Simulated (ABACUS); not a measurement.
# MgO (Fm-3m) in ABACUS: further runs, part 2 of 2

ABACUS 3.10.1. The steps go on from the part before.

## 3. Single point, TASK

File INPUT:

```
INPUT_PARAMETERS
suffix              MgO
calculation         scf
basis_type          pw
pseudo_dir          ./
symmetry            1
dft_functional      MGGA_X_TASK+LDA_C_PW
ecutwfc             97
pseudo_rcut         7
nspin               1
nbands              18
ks_solver           dav
smearing_method     fd
smearing_sigma      0.00367493
scf_thr             1e-08
scf_nmax            100
mixing_type         broyden
mixing_beta         0.7
cal_force           1
cal_stress          1
mixing_tau          1
out_chg             1
kpar                4
```

File STRU:

```
ATOMIC_SPECIES
Mg 24.3050 Mg_ONCV_PBE-1.2.upf
O 15.9990 O_ONCV_PBE-1.2.upf

LATTICE_CONSTANT
1.8897261246

LATTICE_VECTORS
0.0000000000 2.0970013927 2.0970013927
2.0970013927 0.0000000000 2.0970013927
2.0970013927 2.0970013927 0.0000000000

ATOMIC_POSITIONS
Cartesian

Mg
0.0
1
0.0000000000 0.0000000000 0.0000000000 1 1 1

O
0.0
1
2.0970013927 2.0970013927 2.0970013927 1 1 1
```

File KPT:

```
K_POINTS
0
Gamma
7 7 7 0 0 0
```

Potentials or basis: SG15 ONCV 1.2 PBE, plane waves.

On the command line:

```bash
$ OMP_NUM_THREADS=1 mpirun -np 4 abacus > log
```

running log:

```text
ABACUS v3.10.1

               Atomic-orbital Based Ab-initio Computation at UStc

 ------------------------------------------------------------------------------------

 READING GENERAL INFORMATION
                           global_out_dir = OUT.MgO/
                           global_in_card = INPUT
                               pseudo_dir = ./
                              orbital_dir =
                                    DSIZE = 4
                                    GSIZE = 1

 READING UNITCELL INFORMATION
                                    ntype = 2
                  lattice constant (Bohr) = 1.88973
              lattice constant (Angstrom) = 1

 READING ATOM TYPE 1
                               atom label = Mg
                      L=0, number of zeta = 1
                      L=1, number of zeta = 1
                      L=2, number of zeta = 1
             number of atom for this type = 1

 READING ATOM TYPE 2
                               atom label = O
                      L=0, number of zeta = 1
                      L=1, number of zeta = 1
                      L=2, number of zeta = 1
[... 301 lines left out ...]
                          Error Threshold = 1.86485848116e-10
----------------------------------------------------------
     Energy           Rydberg                 eV
----------------------------------------------------------
 E_KohnSham     -139.2673382392      -1894.8293453458
 E_KS(sigma->0) -139.2673382392      -1894.8293453458
 E_Harris       -139.2673457211      -1894.8294471422
 E_band         -21.3747092174       -290.8178384495
 E_one_elec     -54.8447285468       -746.2008135004
 E_Hartree      30.3699832341        413.2048201477
 E_xc           -19.6178272353       -266.9142327800
 E_Ewald        -95.1747656910       -1294.9191192131
 E_entropy(-TS) 0.0000000000         0.0000000000
 E_descf        0.0000000000         0.0000000000
 E_exx          0.0000000000         0.0000000000
 E_Fermi        1.1613789277         15.8013709540
----------------------------------------------------------

 charge density convergence is achieved
 final etot is -1894.8293453 eV
 EFERMI = 15.801370954 eV

 STATE ENERGY(eV) AND OCCUPATIONS    NSPIN == 1
 1/5 kpoint (Cartesian) = 0.0000 0.0000 0.0000 (1989 pws)
       1       -69.1182     0.00583090
       2       -31.7843     0.00583090
       3       -31.7843     0.00583090
       4       -31.7843     0.00583090
       5       -9.98112     0.00583090
       6        11.4468     0.00583090
[... 79 lines left out ...]
       6        10.1353      0.0349854
[... 10 lines left out ...]
      17        47.8778        0.00000
      18        47.8778        0.00000

------------------------------------------------------------------------------------------
 TOTAL-FORCE (eV/Angstrom)
------------------------------------------------------------------------------------------
                       Mg1         0.0000000000         0.0000000000         0.0000000000
                        O1         0.0000000000         0.0000000000         0.0000000000
------------------------------------------------------------------------------------------

----------------------------------------------------------------
 TOTAL-STRESS (KBAR)
----------------------------------------------------------------
       107.4549042874        -0.0000000000         0.0000000000
        -0.0000000000       107.4549042874         0.0000000000
        -0.0000000000         0.0000000000       107.4549042874
----------------------------------------------------------------
 TOTAL-PRESSURE: 107.454904 KBAR

 --------------------------------------------
 !FINAL_ETOT_IS -1894.8293453458386466 eV
 --------------------------------------------
```

It took 39 s on 4 MPI ranks of Intel Xeon Platinum 8259CL at 2.50GHz (Skylake/Cascade Lake), shared host; peak memory 0.32 GiB.

What came out:

| Property | Result |
| --- | --- |
| Free energy | -1894.8293 eV |
| Pressure | 10.7 GPa |
| Band gap on the k mesh | 8.39 eV, direct |

Caveat: the potentials were made for another functional, which shifts forces and pressure.

## 4. Relaxation of cell and atoms, TASK

File run_abacus.py:

```python
"""ABACUS run from a structure file: ASE reads it, the script writes STRU, KPT and INPUT."""
import re
import subprocess
import spglib
from ase import Atoms
from ase.io import read
from ase.units import Bohr

atoms = read("MgO.cif")
cell, frac, numbers = spglib.standardize_cell((atoms.cell[:], atoms.get_scaled_positions(), atoms.numbers), to_primitive=True, symprec=1e-4)
atoms = Atoms(numbers=numbers, cell=cell, scaled_positions=frac, pbc=True)  # the primitive cell
atoms = atoms[(-atoms.numbers).argsort(kind="stable")]  # ABACUS lists atoms element by element
pseudo = {'Mg': 'Mg_ONCV_PBE-1.2.upf', 'O': 'O_ONCV_PBE-1.2.upf'}
orbital = {}
magmoms = None
kmesh = [7, 7, 7]
params = {
    'suffix': 'MgO',
    'calculation': 'cell-relax',
    'basis_type': 'pw',
    'pseudo_dir': './',
    'symmetry': 1,
    'dft_functional': 'MGGA_X_TASK+LDA_C_PW',
    'ecutwfc': 97,
    'pseudo_rcut': 7,
    'nspin': 1,
    'nbands': 12,
    'ks_solver': 'dav',
    'smearing_method': 'fd',
    'smearing_sigma': 0.00367493,
    'scf_thr': 1e-08,
    'scf_nmax': 100,
    'mixing_type': 'broyden',
    'mixing_beta': 0.7,
    'cal_force': 1,
    'cal_stress': 1,
    'mixing_tau': 1,
    'relax_nmax': 60,
    'force_thr_ev': 0.01,
    'relax_method': 'cg',
    'out_stru': 1,
    'stress_thr': 0.2,
    'kpar': 4,
}

symbols = atoms.get_chemical_symbols()
elements = list(dict.fromkeys(symbols))
lines = ["ATOMIC_SPECIES"] + [f"{e} {atoms.get_masses()[symbols.index(e)]:.4f} {pseudo[e]}" for e in elements]
if orbital:
    lines += ["", "NUMERICAL_ORBITAL"] + [orbital[e] for e in elements]
lines += ["", "LATTICE_CONSTANT", f"{1 / Bohr:.10f}", "", "LATTICE_VECTORS"]
lines += [" ".join(f"{x:.10f}" for x in v) for v in atoms.cell]
lines += ["", "ATOMIC_POSITIONS", "Direct"]
for e in elements:
    lines += ["", e, "0.0", str(symbols.count(e))]
    for i, p in enumerate(atoms.get_scaled_positions(wrap=False)):
        if symbols[i] == e:
            mag = "" if magmoms is None else " mag " + " ".join(str(x) for x in (magmoms[i] if isinstance(magmoms[i], list) else [magmoms[i]]))
            lines.append(" ".join(f"{x:.10f}" for x in p) + " 1 1 1" + mag)
open("STRU", "w").write("\n".join(lines) + "\n")
open("KPT", "w").write("K_POINTS\n0\nGamma\n%d %d %d 0 0 0\n" % tuple(kmesh))
open("INPUT", "w").write("INPUT_PARAMETERS\n" + "".join(f"{k:<20s}{v}\n" for k, v in params.items()))

done = subprocess.run(['mpirun', '-np', '4', 'abacus'])
if done.returncode:
    raise SystemExit(done.returncode)
log = open("OUT.MgO/running_cell-relax.log").read()
print("final energy (eV):", re.findall(r"FINAL_ETOT_IS (\S+)", log))
```

MgO.cif is that of step 2.

On the command line:

```bash
$ OMP_NUM_THREADS=1 python run_abacus.py > log
```

It took 1.8 min on 4 MPI ranks of Intel Xeon Platinum 8259CL at 2.50GHz (Skylake/Cascade Lake), shared host; peak memory 0.36 GiB.

It converged, with:

| Item | Value |
| --- | --- |
| Free energy | -1894.8983 eV |
| Relaxed volume | 9.45 Å³/atom |
| Relaxed cell | a = 2.990 Å, b = 2.990 Å, c = 2.990 Å, α = 60.00°, β = 60.00°, γ = 60.00° |
| Space group after relaxing (to 0.05 Å) | Fm-3m (No. 225) |
| Energy gained by relaxing | 34.5 meV/atom |
| Ionic steps | 6 |
| Pressure after relaxing | 0.0 GPa |
| Band gap on the k mesh | 8.15 eV, direct |

Step by step:
```tsv
step	energy change (eV)	largest force (eV/Å)	pressure (GPa)	volume (Å³)
1	0.0000	0.0000	10.76	18.44
2	-0.1885	0.0000	-24.78	20.21
3	-0.0727	0.0000	-0.58	18.93
4	-0.0725	0.0000	-0.61	18.93
5	-0.0609	0.0000	1.32	18.85
6	-0.0689	0.0000	0.00	18.91
```

Final structure:
```
Mg O
1.0
     0.00000    2.11440    2.11440
     2.11440    0.00000    2.11440
     2.11440    2.11440    0.00000
Mg O
1 1
Direct
  0.00000 0.00000 0.00000
  0.50000 0.50000 0.50000
```

Levels at points of the mesh, in eV from the valence-band top:
```tsv
k point	band 6	band 7	band 8	band 9	band 10	band 11
(0.00, 0.00, 0.00)	0.00	0.00	0.00	8.15	20.22	20.22
```

Caveat: the potentials were made for another functional, which shifts forces and pressure.

## 5. Summary

```tsv
task	level	potentials or basis	cell	k mesh	cutoff (eV)	radial cutoff of the potentials (pseudo_rcut)	max steps of the relaxation	force threshold	optimiser	stress threshold	gap on the mesh (eV)	pressure (GPa)
single point	revPBE	GBRV ultrasoft 1.5 PBE, plane waves	as given	9 × 9 × 9	544	10 bohr	-	-	-	-	5.02	10.7
single point	TASK	SG15 ONCV 1.2 PBE, plane waves	as given	7 × 7 × 7	1320	7 bohr	-	-	-	-	8.39	10.7
relaxation of cell and atoms	TASK	SG15 ONCV 1.2 PBE, plane waves	relaxed	7 × 7 × 7	1320	7 bohr	60	0.01 eV/Å	cg	0.2 kbar	8.15	0.0
```

Alike in all rows: no spin polarisation; smearing fermi-dirac 0.05 eV.

Caveats: the potentials were made for another functional, which shifts forces and pressure.

Total energies depend on the potentials used, so only differences within one code and one set of settings carry meaning.

## 6. Against experiment

Step 2. Against the measured gap of MgO, 7.83 eV (quoted in “Electronic structure of alkaline earth and post-transition metal oxides”, 2009, arxiv:0908.1581), the calculated 5.02 eV is off by -2.81 eV. The value is that of revPBE, without temperature or zero-point motion. Semilocal functionals fall short of measured gaps as a rule. The cell is a database's relaxed one, not the measured one, which moves gaps too.

Step 3. A measured gap of MgO is 7.83 eV (quoted in “Electronic structure of alkaline earth and post-transition metal oxides”, 2009, arxiv:0908.1581); the calculated 8.39 eV misses it by +0.56 eV. The value is that of TASK, without temperature or zero-point motion. The cell is a database's relaxed one, not the measured one, which moves gaps too.
